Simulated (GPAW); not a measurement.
Runs of GPAW 26.7.0 on ZnO (zincite). The structure is hexagonal, space group P6_3mc (No. 186). Conventional cell: a = 3.249 Å, b = 3.249 Å, c = 5.206 Å, α = 90.00°, β = 90.00°, γ = 120.00°. Zn (site symmetry 3m) has 4 O at 1.97 to 1.98 Å as nearest neighbours. O (site symmetry 3m) has 4 Zn at 1.97 to 1.98 Å as nearest neighbours. 

| task | level | potentials or basis | cell | cutoff (eV) | maxiter | band path | band points | optimizer | fmax | other keys | gap on the mesh (eV) | pressure (GPa) | largest force (eV/Å) |
| --- | --- | --- | --- | --- | --- | --- | --- | --- | --- | --- | --- | --- | --- |
| single point | PBE | GPAW PAW data sets (gpaw-data 1.2.1), pw | as given | 1200 | 60 | - | - | - | - | several, not listed | (a) | 5.2 | 0.07 |
| band structure | SCAN | GPAW PAW data sets (gpaw-data 1.2.1), pw | as given | 800 | 150 | GMKGALHA,LM,KH | 100 | - | - | - | (b) | -2.1 | - |
| relaxation of cell and atoms | revPBE+D4 | the program's PAW data sets (release 1.2.1) made for this functional, pw | relaxed | 800 | 150 | - | - | FIRE | 0.01 eV/Å | - | 0.84 | 0.0 | 0.01 |
| band structure | BP86 | PAW data sets generated in the run's folder for this functional, pw | as given | 800 | 150 | GMKGALHA,LM,KH | 60 | - | - | - | 0.81 | 3.6 | 0.07 |

Alike in all rows: no spin polarisation; k mesh 6 × 6 × 3; smearing fermi-dirac 0.05 eV; the mesh is coarse, so values aren't converged.

Question: Estimate the missing entries.

Answer: (a) 0.79; (b) 1.16.

Caveats: the forces don't sum to zero, a sign of grid noise (some runs); the PAW data sets were made with another functional, which shifts forces and pressure a little (some runs); later steps reuse the first step's grids (some runs).

